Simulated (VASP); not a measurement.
Set up this calculation in VASP 6.6.1, as the native input.

```
Task                   : single point
Functional             : PBE
Potentials or basis    : VASP PAW PBE potentials, release 64 (N, B)
Cutoff                 : 520 eV
k mesh                 : 12 × 12 × 6
Occupations            : fermi-dirac, width 0.05 eV
Spin                   : no spin polarisation
Further INCAR settings : ALGO = Normal; EDIFF = 1e-07; NBANDS = 16
```

The structure of BN lies in POSCAR:

```
BN
1.0
    2.5539396017      0.0000000000      0.0000000000
   -1.2769698009      2.2117765748      0.0000000000
    0.0000000000      0.0000000000      4.2268550000
N B
2 2
Direct
    0.3334880000      0.6536870000      0.1223270000
    0.6682570000      0.3213090000      0.6214650000
    0.3232690000      0.6717890000      0.4884910000
    0.6967360000      0.3469010000      0.9952160000
```

The cell comes from a database or a generator and needn't be the stable form of this composition.

The cell isn't the ideal one: atoms moved at random, drawn with an rms of 0.05 Å.

The input as run:

INCAR

```
PREC = Accurate ; ENCUT = 520
EDIFF = 1E-7 ; ISMEAR = -1
SIGMA = 0.05 ; LREAL = False
LASPH = True ; NELM = 80
ALGO = Normal ; ISIF = 2
LWAVE = False ; LCHARG = False
GGA = PE ; NBANDS = 16
```

KPOINTS

```
Automatic mesh
0
Gamma
  12 12 6
```

Potentials or basis: VASP PAW PBE potentials, release 64 (N, B).

Run with:

```sh
$ cat potpaw_PBE.64/N/POTCAR potpaw_PBE.64/B/POTCAR > POTCAR
$ mpirun -np 1 vasp_std > vasp.out
```

Results of the run:

```json
{
 "Pressure": "1.5 GPa",
 "Largest force": "1.825 eV/Å",
 "Band gap on the k mesh": "4.47 eV, indirect (least direct gap 7.37 eV)"
}
```

Wall time 89 s on 1 thread of Intel(R) Xeon(R) Platinum 8488C (Sapphire Rapids) (shared host), peak memory 0.24 GiB.
